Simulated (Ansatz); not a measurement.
A relaxation computed with Ansatz, from input to last step.

```yaml
crystal:
  lattice:
    - [-3.2384132565, 3.4123709896, 3.412372687]
    - [3.2384132565, -3.4123709896, 3.412372687]
    - [3.2384132565, 3.4123709896, -3.412372687]
  atoms:
    - { symbol: Sn, position: [0.9999850241, 0.2499850241, 0.75] }
    - { symbol: Sn, position: [1.49759e-05, 0.7500149759, 0.25] }
    - { symbol: Sn, position: [0.5, 0.5, 0.5] }
    - { symbol: Sn, position: [0.5, 0.0, 0.0] }
    - { symbol: O, position: [0.1934088402, 0.1934181889, 0.5000093487] }
    - { symbol: O, position: [0.6934252532, 0.7500163354, 0.9434089178] }
    - { symbol: O, position: [0.1934088402, 0.6933994915, 0.9999906513] }
    - { symbol: O, position: [0.3066074175, 0.7500163354, 0.5565910822] }
    - { symbol: O, position: [0.6933925825, 0.2499836646, 0.4434089178] }
    - { symbol: O, position: [0.3065747468, 0.2499836646, 0.0565910822] }
    - { symbol: O, position: [0.8065911598, 0.3066005085, 9.3487e-06] }
    - { symbol: O, position: [0.8065911598, 0.8065818111, 0.4999906513] }
basis:
  ecutwfc: 420
kpoints:
  mp_grid: { grid: [6, 6, 6] }
hamiltonian:
  xc: lda
scf:
  occupations: { method: gaussian, width: 0.02 }
output:
  forces: true
  stress: true
  eigenvalues: true
  write_density: true
  write_potential: true
  elf: true
  volumetric_format: npy
relax:
  adjacent_minimum: "off"
  f_tol: 0.01
  max_steps: 30
  cell: { stress_tol: 0.1, fix: [volume] }
```

```bash
ansatz run input.yaml --threads 2 --pin off --max-ram 5120MiB --backend cpu --events-out ev --progress --plain --runs-dir out
```

Level of theory: DFT LDA, scalar-relativistic, plane waves, PAW (Ansatz).

The volume is held at 1.06 times that of the relaxed cell.

Of 5 frames 4 are shown, positions in Å and forces in eV/Å; the SCF threshold varies from step to step. Steps run on the plane waves of an earlier cell, with a Pulay correction in the pressure. The basis is chosen afresh for the last frame, the zero of the energies, and at times for earlier ones too; energy and pressure can step there, also at an unchanged geometry. Where two frames share a geometry here, they differ by under 2 meV/atom and 0.3 GPa.

```xyz
12
Lattice="-3.2384 3.4124 3.4124 3.2384 -3.4124 3.4124 3.2384 3.4124 -3.4124" Properties=species:S:1:pos:R:3:forces:R:3 pbc="T T T" step=1 free_energy_over_end_meV_per_atom=0.59 pressure_GPa=-10.62
Sn    0.0000    5.1186    1.7061    0.0000    0.0000    0.0004
Sn    3.2384   -1.7062    1.7063    0.0000    0.0000   -0.0004
Sn    1.6192    1.7062    1.7062    0.0000    0.0000    0.0000
Sn   -1.6192    1.7062    1.7062    0.0000    0.0000    0.0000
O     1.6193    1.7062   -0.3862    0.0000    0.0000   -0.1091
O     3.2384    3.0262    1.7063    0.0000   -0.1091   -0.0002
O     4.8576    1.7062   -0.3862    0.0000    0.0000   -0.1091
O     3.2384    0.3862    1.7063    0.0000    0.1091   -0.0002
O     0.0000    3.0262    1.7061    0.0000   -0.1091    0.0002
O     0.0000    0.3862    1.7061    0.0000    0.1091    0.0002
O    -1.6191    1.7062    3.7986    0.0000    0.0000    0.1091
O     1.6191    1.7062    3.7986    0.0000    0.0000    0.1091
12
Lattice="-3.2262 3.4188 3.4188 3.2262 -3.4188 3.4188 3.2262 3.4188 -3.4188" Properties=species:S:1:pos:R:3:forces:R:3 pbc="T T T" step=2 free_energy_over_end_meV_per_atom=0.24 pressure_GPa=-10.40
Sn    0.0000    5.1282    1.7093    0.0000    0.0000    0.0003
Sn    3.2262   -1.7094    1.7095    0.0000    0.0000   -0.0003
Sn    1.6131    1.7094    1.7094    0.0000    0.0000    0.0000
Sn   -1.6131    1.7094    1.7094    0.0000    0.0000    0.0000
O     1.6131    1.7094   -0.3875    0.0000    0.0000   -0.0950
O     3.2262    3.0314    1.7095    0.0000   -0.0951   -0.0001
O     4.8393    1.7094   -0.3875    0.0000    0.0000   -0.0950
O     3.2262    0.3875    1.7095    0.0000    0.0951   -0.0001
O     0.0000    3.0314    1.7094    0.0000   -0.0951    0.0001
O     0.0000    0.3875    1.7094    0.0000    0.0951    0.0001
O    -1.6131    1.7094    3.8063    0.0000    0.0000    0.0950
O     1.6131    1.7094    3.8063    0.0000    0.0000    0.0950
12
Lattice="-3.2220 3.4211 3.4211 3.2220 -3.4211 3.4211 3.2220 3.4211 -3.4211" Properties=species:S:1:pos:R:3:forces:R:3 pbc="T T T" step=3 free_energy_over_end_meV_per_atom=0.06 pressure_GPa=-10.11
Sn    0.0000    5.1316    1.7105    0.0000    0.0000    0.0001
Sn    3.2220   -1.7105    1.7106    0.0000    0.0000   -0.0001
Sn    1.6110    1.7105    1.7105    0.0000    0.0000    0.0000
Sn   -1.6110    1.7105    1.7105    0.0000    0.0000    0.0000
O     1.6110    1.7105   -0.3940    0.0000    0.0000    0.0240
O     3.2220    3.0271    1.7105    0.0000    0.0241    0.0000
O     4.8330    1.7105   -0.3940    0.0000    0.0000    0.0240
O     3.2220    0.3940    1.7105    0.0000   -0.0241    0.0000
O     0.0000    3.0271    1.7105    0.0000    0.0241    0.0000
O     0.0000    0.3940    1.7105    0.0000   -0.0241    0.0000
O    -1.6110    1.7105    3.8151    0.0000    0.0000   -0.0240
O     1.6110    1.7105    3.8151    0.0000    0.0000   -0.0240
12
Lattice="-3.2216 3.4213 3.4213 3.2216 -3.4213 3.4213 3.2216 3.4213 -3.4213" Properties=species:S:1:pos:R:3:forces:R:3 pbc="T T T" step=5 free_energy_over_end_meV_per_atom=0.00 pressure_GPa=-10.15
Sn    0.0000    5.1319    1.7106    0.0000    0.0000    0.0001
Sn    3.2216   -1.7106    1.7107    0.0000    0.0000   -0.0001
Sn    1.6108    1.7106    1.7106    0.0000    0.0000    0.0000
Sn   -1.6108    1.7106    1.7106    0.0000    0.0000    0.0000
O     1.6108    1.7106   -0.3927    0.0000    0.0000   -0.0009
O     3.2216    3.0286    1.7106    0.0000   -0.0009    0.0000
O     4.8323    1.7106   -0.3927    0.0000    0.0000   -0.0009
O     3.2216    0.3927    1.7106    0.0000    0.0009    0.0000
O     0.0000    3.0286    1.7106    0.0000   -0.0009    0.0000
O     0.0000    0.3927    1.7106    0.0000    0.0009    0.0000
O    -1.6108    1.7106    3.8140    0.0000    0.0000    0.0009
O     1.6108    1.7106    3.8140    0.0000    0.0000    0.0009
```

The run took 37 s on 2 threads of Oxide Virtual Turin-like Processor (Zen 5), with other jobs on the host, peak memory 0.7 GiB.